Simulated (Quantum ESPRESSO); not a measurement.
A run of Quantum ESPRESSO 7.5:

pw.in

```
&CONTROL
  calculation = 'scf'
  prefix = 'pwscf'
  outdir = './tmp'
  pseudo_dir = './pseudo'
  tprnfor = .true.
  tstress = .true.
  disk_io = 'low'
/
&SYSTEM
  ibrav = 0
  nat = 1
  ntyp = 1
  ecutwfc = 55
  ecutrho = 440
  nbnd = 18
  occupations = 'smearing'
  smearing = 'gaussian'
  degauss = 0.00999582
  nspin = 2
  starting_magnetization(1) = 0.0556
/
&ELECTRONS
  conv_thr = 2d-10
  electron_maxstep = 120
  mixing_beta = 0.3
/
ATOMIC_SPECIES
Ni    58.6934 ni_pbe_v1.4.uspp.F.UPF
CELL_PARAMETERS angstrom
   0.0000000000    1.7375729330    1.7375729330
   1.7375729330    0.0000000000    1.7375729330
   1.7375729330    1.7375729330    0.0000000000
ATOMIC_POSITIONS angstrom
Ni     0.0000000000    0.0000000000    0.0000000000
K_POINTS automatic
9 9 9 0 0 0
```

File relax.in:

```
&CONTROL
  calculation = 'vc-relax'
  prefix = 'pwscf'
  outdir = './tmp'
  pseudo_dir = './pseudo'
  tprnfor = .true.
  tstress = .true.
  disk_io = 'low'
  nstep = 40
  forc_conv_thr = 0.0001
  etot_conv_thr = 1d-06
/
&SYSTEM
  ibrav = 0
  nat = 1
  ntyp = 1
  ecutwfc = 55
  ecutrho = 440
  nbnd = 18
  occupations = 'smearing'
  smearing = 'gaussian'
  degauss = 0.00999582
  nspin = 2
  starting_magnetization(1) = 0.0556
/
&ELECTRONS
  conv_thr = 2d-10
  electron_maxstep = 120
  mixing_beta = 0.3
/
&IONS
  ion_dynamics = 'bfgs'
/
&CELL
  cell_dynamics = 'bfgs'
  press = 0
  press_conv_thr = 0.2
/
ATOMIC_SPECIES
Ni    58.6934 ni_pbe_v1.4.uspp.F.UPF
CELL_PARAMETERS angstrom
   0.0000000000    1.7375729330    1.7375729330
   1.7375729330    0.0000000000    1.7375729330
   1.7375729330    1.7375729330    0.0000000000
ATOMIC_POSITIONS angstrom
Ni     0.0000000000    0.0000000000    0.0000000000
K_POINTS automatic
9 9 9 0 0 0
```

File scf2.in:

```
&CONTROL
  calculation = 'scf'
  prefix = 'pwscf'
  outdir = './tmp'
  pseudo_dir = './pseudo'
  tprnfor = .true.
  tstress = .true.
  disk_io = 'low'
/
&SYSTEM
  ibrav = 0
  nat = 1
  ntyp = 1
  ecutwfc = 55
  ecutrho = 440
  nbnd = 18
  occupations = 'smearing'
  smearing = 'gaussian'
  degauss = 0.00999582
  nspin = 2
  starting_magnetization(1) = 0.0556
/
&ELECTRONS
  conv_thr = 1d-13
  electron_maxstep = 120
  mixing_beta = 0.3
  startingpot = 'file'
  startingwfc = 'file'
/
ATOMIC_SPECIES
Ni    58.6934 ni_pbe_v1.4.uspp.F.UPF
CELL_PARAMETERS angstrom
   0.0000000000    1.7561127113    1.7561127113
   1.7561127113    0.0000000000    1.7561127113
   1.7561127113    1.7561127113    0.0000000000
ATOMIC_POSITIONS angstrom
Ni     0.0000000000    0.0000000000    0.0000000000
K_POINTS automatic
9 9 9 0 0 0
```

File ph.in:

```
phonons of Ni
&INPUTPH
  prefix = 'pwscf'
  outdir = './tmp'
  tr2_ph = 1d-16
  fildyn = 'dyn'
  niter_ph = 60
  alpha_mix(1) = 0.4
/
0.0000000000 0.7071067812 -0.0000000000
```

File relax_v0.99.in:

```
&CONTROL
  calculation = 'relax'
  prefix = 'pwscf'
  outdir = './tmp'
  pseudo_dir = './pseudo'
  tprnfor = .true.
  tstress = .true.
  disk_io = 'low'
  nstep = 30
  forc_conv_thr = 0.0001
  etot_conv_thr = 1d-06
/
&SYSTEM
  ibrav = 0
  nat = 1
  ntyp = 1
  ecutwfc = 55
  ecutrho = 440
  nbnd = 18
  occupations = 'smearing'
  smearing = 'gaussian'
  degauss = 0.00999582
  nspin = 2
  starting_magnetization(1) = 0.0556
/
&ELECTRONS
  conv_thr = 1d-13
  electron_maxstep = 120
  mixing_beta = 0.3
/
&IONS
  ion_dynamics = 'bfgs'
/
ATOMIC_SPECIES
Ni    58.6934 ni_pbe_v1.4.uspp.F.UPF
CELL_PARAMETERS angstrom
   0.0000000000    1.7502393808    1.7502393808
   1.7502393808    0.0000000000    1.7502393808
   1.7502393808    1.7502393808    0.0000000000
ATOMIC_POSITIONS angstrom
Ni     0.0000000000    0.0000000000    0.0000000000
K_POINTS automatic
9 9 9 0 0 0
```

File ph_v0.99.in:

```
phonons at 0.99 of the volume
&INPUTPH
  prefix = 'pwscf'
  outdir = './tmp'
  tr2_ph = 1d-16
  fildyn = 'dyn_v0.99'
  niter_ph = 60
  alpha_mix(1) = 0.4
/
0.0000000000 0.7071067812 -0.0000000000
```

The input relax_v1.01.in:

```
&CONTROL
  calculation = 'relax'
  prefix = 'pwscf'
  outdir = './tmp'
  pseudo_dir = './pseudo'
  tprnfor = .true.
  tstress = .true.
  disk_io = 'low'
  nstep = 30
  forc_conv_thr = 0.0001
  etot_conv_thr = 1d-06
/
&SYSTEM
  ibrav = 0
  nat = 1
  ntyp = 1
  ecutwfc = 55
  ecutrho = 440
  nbnd = 18
  occupations = 'smearing'
  smearing = 'gaussian'
  degauss = 0.00999582
  nspin = 2
  starting_magnetization(1) = 0.0556
/
&ELECTRONS
  conv_thr = 1d-13
  electron_maxstep = 120
  mixing_beta = 0.3
/
&IONS
  ion_dynamics = 'bfgs'
/
ATOMIC_SPECIES
Ni    58.6934 ni_pbe_v1.4.uspp.F.UPF
CELL_PARAMETERS angstrom
   0.0000000000    1.7619470157    1.7619470157
   1.7619470157    0.0000000000    1.7619470157
   1.7619470157    1.7619470157    0.0000000000
ATOMIC_POSITIONS angstrom
Ni     0.0000000000    0.0000000000    0.0000000000
K_POINTS automatic
9 9 9 0 0 0
```

Contents of ph_v1.01.in:

```
phonons at 1.01 of the volume
&INPUTPH
  prefix = 'pwscf'
  outdir = './tmp'
  tr2_ph = 1d-16
  fildyn = 'dyn_v1.01'
  niter_ph = 60
  alpha_mix(1) = 0.4
/
0.0000000000 0.7071067812 -0.0000000000
```

Potentials or basis: SSSP 1.3 efficiency PBE.

Launch:

```bash
$ OMP_NUM_THREADS=1 pw.x -in pw.in > pw.out
$ OMP_NUM_THREADS=1 pw.x -in relax.in > relax.out
$ OMP_NUM_THREADS=1 pw.x -in scf2.in > scf2.out
$ OMP_NUM_THREADS=1 ph.x -in ph.in > ph.out
$ OMP_NUM_THREADS=1 pw.x -in relax_v0.99.in > relax_v0.99.out
$ OMP_NUM_THREADS=1 ph.x -in ph_v0.99.in > ph_v0.99.out
$ OMP_NUM_THREADS=1 pw.x -in relax_v1.01.in > relax_v1.01.out
$ OMP_NUM_THREADS=1 ph.x -in ph_v1.01.in > ph_v1.01.out
```

Hardware: 1 thread of AMD EPYC 9R14 (Zen 4), on a shared host.

**Question.** How long does it take, and how much memory?

**Answer.** Run time: 5.3 min on 1 thread of AMD EPYC 9R14 (Zen 4) (shared host), peak memory 0.11 GiB. Counts: scf iterations 94, k pools 1, bands 18, ion steps 4, k points 35, g dense 11017.
